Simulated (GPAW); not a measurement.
Set up this calculation in GPAW 26.7.0, as an ASE script.

| Item | Value |
| --- | --- |
| Task | optical spectrum |
| Functional | RPBE |
| Potentials or basis | the program's PAW data sets (release 1.2.1) made for this functional |
| Cutoff | 500 eV |
| Basis | pw |
| k mesh | 10 × 10 × 10 |
| Occupations | fermi-dirac, width 0.05 eV |
| Spin | no spin polarisation |
| Eta | 0.1 eV |
| Response ecut | 50 eV |
| Scissors | 0 eV |
| Kernel | RPA |
| Maxiter | 150 |
| Response k mesh | 32 × 32 × 32 |
| Domega0 | 0.05 eV |
| Omega2 | 10 eV |
| Response bands | 16 |
| Directions | ["x"] |
| Intraband | yes |

The structure of Cu lies in Cu.xyz:

```xyz
1
Lattice="0.0000000000 1.8075000000 1.8075000000 1.8075000000 0.0000000000 1.8075000000 1.8075000000 1.8075000000 0.0000000000" Properties=species:S:1:pos:R:3 pbc="T T T"
Cu     0.0000000000      0.0000000000      0.0000000000
```

These files were run (other wordings do the same):

run.py

```python
from ase.dft.bandgap import bandgap
from ase.io import read, write
from gpaw import GPAW, PW
from gpaw.response.df import DielectricFunction

atoms = read('Cu.xyz')

calc = GPAW(mode=PW(500),
            xc='RPBE',
            kpts={'size': (10, 10, 10), 'gamma': True},
            occupations={'name': 'fermi-dirac', 'width': 0.05},
            nbands=14,
            convergence={'density': 1e-06},
            maxiter=150,
            txt='gpaw.txt')
atoms.calc = calc
energy = atoms.get_potential_energy()
calc.write('gs.gpw')
write('result.traj', atoms)
print(f'Energy: {energy:.6f} eV')
print('Fermi level:', round(calc.get_fermi_level(), 4), 'eV')
print(f'Gap: {bandgap(calc)[0]:.4f} eV, direct: {bandgap(calc, direct=True)[0]:.4f} eV')

dense = calc.fixed_density(kpts={'size': (32, 32, 32), 'gamma': True},
                           nbands=22, convergence={'bands': 16, 'eigenstates': 1e-7},
                           update_fermi_level=True, txt='dense.txt')
dense.write('dense.gpw', mode='all')

df = DielectricFunction('dense.gpw', frequencies={'type': 'nonlinear', 'domega0': 0.05, 'omega2': 10},
                        eta=0.1, ecut=50, nbands=16, rate='eta', txt='df.txt')
for direction in ['x']:
    df.get_dielectric_function(xc='RPA', direction=direction, filename=f'df_{direction}.csv')
```

Potentials or basis: the program's PAW data sets (release 1.2.1) made for this functional, pw.

Run with:

```bash
$ OMP_NUM_THREADS=1 python run.py
```

It gave:

```json
{"Band gap on the k mesh": "none (metal or under the smearing width)"}
```

Caveat: the intraband term hangs on this k mesh; the long-wavelength limit can be off by several per cent where d states take part; independent-particle spectra lack excitons.

It took 110 s on 1 thread of Arm Neoverse V1, with other jobs on the host, peak memory 0.42 GiB.
